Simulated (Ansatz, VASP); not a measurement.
# Two plane-wave programs on In

```
In
1.0
    -1.88253    1.88253    1.88253
     1.88253   -1.88253    1.88253
     1.88253    1.88253   -1.88253
In
1
Direct
  0.00000 0.00000 0.00000
```

This isn't the form of In at room conditions, which is tetragonal.

Alike in both runs: functional PBE; k mesh 7 × 7 × 7; occupations fermi-dirac, width 0.05 eV; non-collinear spin, spin-orbit coupling.

```csv
,VASP,Ansatz
version,VASP 6.6.1,Ansatz 0.2.0
potentials or method,"VASP PAW PBE potentials, release 64 (In_d)",Ansatz PAW
plane-wave cutoff (eV),520,420
valence electrons in the cell,13,13
task,single point,band structure
```

```tsv
	VASP	Ansatz	Ansatz less VASP
gap on the k mesh at the Fermi level (eV)	none	none	-
pressure (GPa)	1.4	1.4	+0.02
net moment per atom (μB)	0.00	0.00	0.000
```

A gap of «none» marks a metal or a gap that the smearing closes.
